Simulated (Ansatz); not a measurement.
## ScAl: strain energy, fitted

ScAl, Pm-3m, a = 3.369 Å. The structure is a Materials Project entry; whether it is the stable form wasn't checked. Ansatz: r2SCAN, PAW, 500 eV, Γ-centred 16×16×16 mesh on 2 atoms, Gaussian smearing 0.10 eV; no spin polarisation. Series: equal strain along all axes, cell held, atoms fixed by symmetry; x is the strain in per cent. y is the free energy over the unstrained cell, V0 = 19.121 Å³/atom.

```tsv
x (%)	y (meV/atom)
-6.0	?
-4.0	80.30
-2.0	19.12
0.0	0.00
2.0	16.05
4.0	61.38
6.0	131.31
```

Task: Fit y = c2 x² + c3 x³ to the other rows, turn c2 into a modulus, and predict the missing energy.

Result: Least squares on the rows shown. y = 4.4555 x² − 0.13677 x³. In eV per unit strain² c2 is 44.55; the stiffness is B for this strain (E = 9/2 B V0 ε², shape held): 2 × 44.55 × 160.2 / (9 × 19.121) = 83 GPa. The unstrained cell keeps some stress along the strain, worth a slope of -0.24 meV/atom per %, which the form leaves out. At x = -6.0 the fit asked for gives 189.94 meV/atom. The run gave 191.07 meV/atom, so the fit is 1.13 meV/atom too low, within twice the rms miss on the fitted rows (0.65 meV/atom).